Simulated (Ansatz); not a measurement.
# GaAs (F-43m): the equilibrium volume

Aim: the volume at which the pressure of GaAs (F-43m) vanishes.

Computed with Ansatz 0.2.0 (DFT PBE, scalar-relativistic, plane waves, PAW, unless a step's input says otherwise).

## (1) Starting point

The structure is cubic, space group F-43m (No. 216). The conventional cell has a = 5.750 Å, b = 5.750 Å, c = 5.750 Å, α = 90.00°, β = 90.00°, γ = 90.00°. Ga (site symmetry -43m) is surrounded by 4 As at 2.49 Å. Around As (site symmetry -43m) lie 4 Ga at 2.49 Å.

As a file:

```cif
data_structure
_symmetry_space_group_name_H-M 'P 1'
_symmetry_Int_Tables_number 1
_cell_length_a 4.0660
_cell_length_b 4.0660
_cell_length_c 4.0660
_cell_angle_alpha 60.000
_cell_angle_beta 60.000
_cell_angle_gamma 60.000
_cell_volume 47.53
loop_
_atom_site_label
_atom_site_type_symbol
_atom_site_fract_x
_atom_site_fract_y
_atom_site_fract_z
_atom_site_occupancy
Ga1 Ga 0.00000 0.00000 0.00000 1
As1 As 0.25000 0.25000 0.25000 1
```

## (2) At the starting volume (PBE, 6×6×6 mesh)

The input, input.yaml:

```yaml
crystal:
  lattice:
    - [0.0, 2.8750910496, 2.8750910496]
    - [2.8750910496, 0.0, 2.8750910496]
    - [2.8750910496, 2.8750910496, 0.0]
  atoms:
    - { symbol: Ga, position: [0.0, 0.0, 0.0] }
    - { symbol: As, position: [0.25, 0.25, 0.25] }
basis:
  ecutwfc: 420
kpoints:
  mp_grid: { grid: [6, 6, 6] }
hamiltonian:
  xc: pbe
scf:
  occupations: { method: gaussian, width: 0.1 }
output:
  forces: true
  stress: true
  eigenvalues: true
```

Started as:

```sh
ansatz run input.yaml --threads 8 --pin off --max-ram 16384MiB --backend cpu --events-out ev --progress --plain --runs-dir out
```

The log of the run, cut to the lines that bear on the results:

```text
Warning: RAYON_NUM_THREADS=8 ignored (pool sized by the plan → 8); use --threads N
[...]
Pseudopotentials: kind: paw
Pseudopotential: Ga, paw, valence charge 13, recommended cutoff 420 eV (normal), Ga.paw.azcp
Pseudopotential: As, paw, valence charge 15, recommended cutoff 420 eV (normal), As.paw.azcp
Functional definition: PBE
[...]
Crystal: 2 atoms, lattice volume = 47.532 Å³
Basis set: ecut = 420 eV, 941 PW (Γ), exchange–correlation on 60×60×60 points (8 copies of the dense FFT grid, shifted against one another)
Bands: 18, of which v1, the nominal top of the filled ones, is band 14 counted from 1 (13 counted from 0)
Symmetry: 24 space group operations
Space group: F-43m (ITA 216), of the structure as read, at distance tolerance 3.6e-5 Å
k-points: 16 of 216 (time reversal used)
[...]
SCF iter   1: F=—  HF=-8639.836334 eV  |F-HF|=—  |Δ(HF+E_count)|=         —  Δρ=1.54e-3  dr2=1.84e-3  ethr=1.77e-3  ⟨swp⟩=5.6  Hψ=1345  notcnv=0
[...]
SCF iter   6: F=-8639.835468 eV  HF=-8639.835468 eV  |F-HF|=1.18e-9  |Δ(HF+E_count)|=   5.28e-7  Δρ=4.93e-6  dr2=1.91e-8  ethr=3.57e-10  ⟨swp⟩=3.1  Hψ=1232  notcnv=0
[...]
SCF converged after 6 iterations
Free energy (F): -8639.835468 eV
[...]
E sigma→0 (E₀):  -8639.835203 eV
Entropy (-TS):   -0.000530 eV (-0.265 meV/atom)
Fermi energy:    7.614365 eV
[...]
--- Forces (eV/Å), atoms counted from 1 ---
  atom   1  Ga     0.00000000     0.00000000     0.00000000
  atom   2  As    -0.00000000     0.00000000     0.00000000
[...]
--- Stress (GPa, compression-positive) ---
       -0.142413       0.000000      -0.000000
        0.000000      -0.142413       0.000000
       -0.000000       0.000000      -0.142413
  P = ⅓ Tr σ = -0.1424 GPa (-1.424 kbar)
--- Band table (eV; the first three rows and the last of 16) ---
  k-point 0: bands = ["-27.5543", "-27.5543", "-27.5543", "-27.5464", "-27.5464", "-7.1924", "-7.1924", "-7.1924", "-7.1255", "-7.1255", "-4.8563", "7.5190", "7.5190", "7.5190", "7.6586", "11.2368", "11.2368", "11.2368"]
[...]
```

It took 0.83 s on 8 threads of Arm Neoverse V1, shared host; peak memory 0.3 GiB.

In short: volume 23.766 Å³/atom, pressure -0.14 GPa, gap on the mesh 0.14 eV.

## (3) Full relaxation

input.yaml: that of step 2 with these lines changed.

```diff
@@ -11,3 +11,3 @@
 kpoints:
-  mp_grid: { grid: [6, 6, 6] }
+  mp_grid: { grid: [10, 10, 10] }
 hamiltonian:
@@ -15,3 +15,3 @@
 scf:
-  occupations: { method: gaussian, width: 0.1 }
+  occupations: { method: gaussian, width: 0.05 }
 output:
@@ -20 +20,6 @@
   eigenvalues: true
+relax:
+  adjacent_minimum: "off"
+  f_tol: 0.005
+  max_steps: 80
+  cell: { stress_tol: 0.05 }
```

Started as:

```sh
ansatz run input.yaml --threads 8 --pin off --max-ram 16384MiB --backend cpu --events-out ev --progress --plain --runs-dir out
```

The log of the run, cut to the lines that bear on the results:

```text
Warning: RAYON_NUM_THREADS=8 ignored (pool sized by the plan → 8); use --threads N
[...]
[... 4 set-up lines as earlier in the session ...]
[...]
Crystal: 2 atoms, lattice volume = 47.532 Å³
Basis set: ecut = 420 eV, 941 PW (Γ), exchange–correlation on 60×60×60 points (8 copies of the dense FFT grid, shifted against one another)
Bands: 18, of which v1, the nominal top of the filled ones, is band 14 counted from 1 (13 counted from 0)
[... 2 set-up lines as earlier in the session ...]
k-points: 47 of 1000 (time reversal used)
[...]
       -0.026038       0.000000       0.000000
        0.000000      -0.026038       0.000000
        0.000000       0.000000      -0.026038
  P = ⅓ Tr σ = -0.0260 GPa (-0.260 kbar)
--- Band table (eV; the first three rows and the last of 47) ---
  k-point 0: bands = ["-27.5483", "-27.5483", "-27.5483", "-27.5403", "-27.5403", "-7.1642", "-7.1642", "-7.1642", "-7.0966", "-7.0966", "-4.8514", "7.5382", "7.5382", "7.5382", "7.6964", "11.2636", "11.2636", "11.2636"]
[...]
--- Relaxed structure (2 steps of the walk, 2 accepted, 1 SCFs on fresh bases) ---
  F+E_penalty+E_count = -8639.85960597 eV   max|allowed force component| = 3.643e-17 eV/Å   (the final SCF, on the basis selected at the relaxed cell)
  cell:  # Å, volume = 47.4278 Å³
    - [3.5667604230269127e-34, 2.872990777287197, 2.872990777287197]
    - [2.872990777287197, 3.362945541711089e-33, 2.872990777287197]
    - [2.872990777287197, 2.872990777287197, 2.2929174148030157e-33]
  atoms:
    - { symbol: Ga, position: [-4.444849721749651e-34, 4.38902743325044e-34, 4.54253872662327e-34] }
    - { symbol: As, position: [0.25, 0.25, 0.25] }
```

Run time: 2 s. Hardware: 8 threads of Arm Neoverse V1, shared host; peak memory 0.34 GiB.

How the relaxation went:

| step | energy from step 1 (meV/atom) | largest force component (eV/Å) | pressure (GPa) | volume (Å³/atom) |
| --- | --- | --- | --- | --- |
| 1 | 0.0 | 0.000 | -0.16 | 23.766 |
| 2 | 0.0 | 0.000 | -0.03 | 23.714 |
| 3 | 0.0 | 0.000 | -0.03 | 23.714 |

Step 1 is the start. Step 3 repeats the geometry before it on a plane-wave basis chosen anew for the final cell, which leaves the energy as it was. The run keeps the 24 symmetry operations that it found, so it can't reach a distortion that breaks them.

Read off: volume 23.714 Å³/atom, pressure -0.03 GPa, gap on the mesh 0.16 eV.

## (4) Results

| quantity | value |
| --- | --- |
| volume | 23.714 Å³/atom |
| pressure | -0.03 GPa |
| conventional cell | a = 5.746 Å, b = 5.746 Å, c = 5.746 Å, α = 90.00°, β = 90.00°, γ = 90.00° |
| gap on the mesh | 0.16 eV |

In words: The volume stayed near 23.71 Å³/atom, where the pressure is zero within 0.03 GPa.
